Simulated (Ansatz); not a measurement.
## SiO2 (I-4m2) by several functionals

All numbers come from Ansatz. No spin polarisation and no zero-point or thermal motion.

Structure: a 15-atom cell of SiO2 (I-4m2) from a materials database, at its r2SCAN minimum. The symmetry is I-4m2 (No. 119, tetragonal); conventional cell a = 7.190 Å, c = 12.125 Å, 20.90 Å³ an atom. Around Si lie 4 O at 1.62 Å; around Si lie 4 O at 1.61–1.62 Å; around O lie 2 Si at 1.62 Å; around O lie 2 Si at 1.61 Å.

Relaxed lattice by functional, symmetry kept:

| functional | k mesh | a (Å) | c (Å) | volume (Å³/atom) |
| --- | --- | --- | --- | --- |
| PBE | 4×4×4 | 7.243 | 12.214 | 21.36 |
| r2SCAN | 4×4×4 | 7.190 | 12.125 | 20.90 |

On this one geometry the levels give:
```
 level  k mesh  gap (eV)    kind  edges  least direct gap (eV)
   PBE   6×6×6      5.77  direct      Γ                   5.77
r2SCAN   6×6×6      6.57  direct      Γ                   6.57
 HSE06   4×4×4      7.47  direct      Γ                   7.47
  PBE0   4×4×4      8.24  direct      Γ                   8.24
```
PBE: smearing of 0.02 eV; the others have fixed occupations.
Wave cutoffs: 420 eV, 500 eV (r2SCAN).

The HSE06 gap is direct at Γ: 7.47 eV.

r2SCAN covers 47 % of the step from PBE to HSE06. Among these functionals the gap stays direct.

r2SCAN (ground state on 4×4×4): The clamped-ion dielectric constant comes out as 1.78 along x and y, 1.76 along z. Born charges, averaged over directions: Si +3.04 to +3.18, O -1.64 to -1.52 e. The program notes that the ground state's band table doesn't vouch for all the bands that the response reads.

For some runs the program warns that the potential is rough where the density is thin, which bears on empty states near the vacuum.
